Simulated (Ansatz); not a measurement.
# Ge: the order of phases at one pressure

Which of bcc, hcp, sc, diamond, beta tin has the lowest enthalpy for Ge at one common pressure? Methods of the runs shown: LAPW. Companion runs by PAW are cited.

Program: Ansatz 0.2.0. Level of theory: DFT, PBE, all-electron LAPW, scalar-relativistic. These are calculated values, not measurements.

## (1) Starting point

Symmetry: Im-3m, No. 229, cubic system. Conventional cell: a = 3.134 Å, b = 3.134 Å, c = 3.134 Å, α = 90.00°, β = 90.00°, γ = 90.00°. Around Ge (site symmetry m-3m) lie 8 Ge at 2.71 Å.

Structure file:

```cif
data_structure
_symmetry_space_group_name_H-M 'Im-3m'
_symmetry_Int_Tables_number 229
_cell_length_a 3.1340
_cell_length_b 3.1340
_cell_length_c 3.1340
_cell_angle_alpha 90.000
_cell_angle_beta 90.000
_cell_angle_gamma 90.000
_cell_volume 30.78
loop_
_atom_site_label
_atom_site_type_symbol
_atom_site_symmetry_multiplicity
_atom_site_Wyckoff_symbol
_atom_site_fract_x
_atom_site_fract_y
_atom_site_fract_z
_atom_site_occupancy
Ge1 Ge 2 a 0.00000 0.00000 0.00000 1
```

The file gives the conventional cell by its symmetry; the runs use the cell typed in the input.

## (2) Bcc relaxed under pressure, LAPW

input.yaml

```yaml
crystal:
  lattice:
    - [-1.5669888887, 1.5669888887, 1.5669888887]
    - [1.5669888887, -1.5669888887, 1.5669888887]
    - [1.5669888887, 1.5669888887, -1.5669888887]
  atoms:
    - { symbol: Ge, position: [0.0, 0.0, 0.0] }
kpoints:
  mp_grid: { grid: [17, 17, 17] }
scf:
  occupations: { method: fermi_dirac, width: 0.05 }
hamiltonian:
  xc: pbe
  pseudopotentials: { kind: all_electron, lapw: { basis_error: 0.0005 } }
output:
  forces: true
  stress: true
  eigenvalues: true
relax:
  f_tol: 0.005
  max_steps: 12
  cell: { p_target: 24.0, stress_tol: 0.03 }
```

Command:

```bash
$ ansatz run input.yaml --threads 2 --pin off --max-ram 5120MiB --backend cpu --events-out ev --progress --plain --runs-dir out
```

The runs that follow: Hcp relaxed under pressure, LAPW; Sc relaxed under pressure, LAPW; Diamond relaxed under pressure, LAPW; Beta tin relaxed under pressure, LAPW.

What does the calculation give? Wanted: pressure; lowest (for each run or level that gives them).

As calculated:

| quantity | value |
| --- | --- |
| pressure | 24 GPa |
| lowest (LAPW) | beta tin, 80.8 meV/atom under bcc |
| lowest (PAW) | beta tin, 80.6 meV/atom under bcc |

In words: By LAPW the order is beta tin < bcc < hcp < sc < diamond. By PAW the order is beta tin < bcc < hcp < sc < diamond. The methods agree on the lowest phase. Only these structures were tried, with electrons smeared by 0.05 eV and without vibrations, so the true ground state may be another. The k meshes differ between phases and weren't tested, which can move differences by some meV.
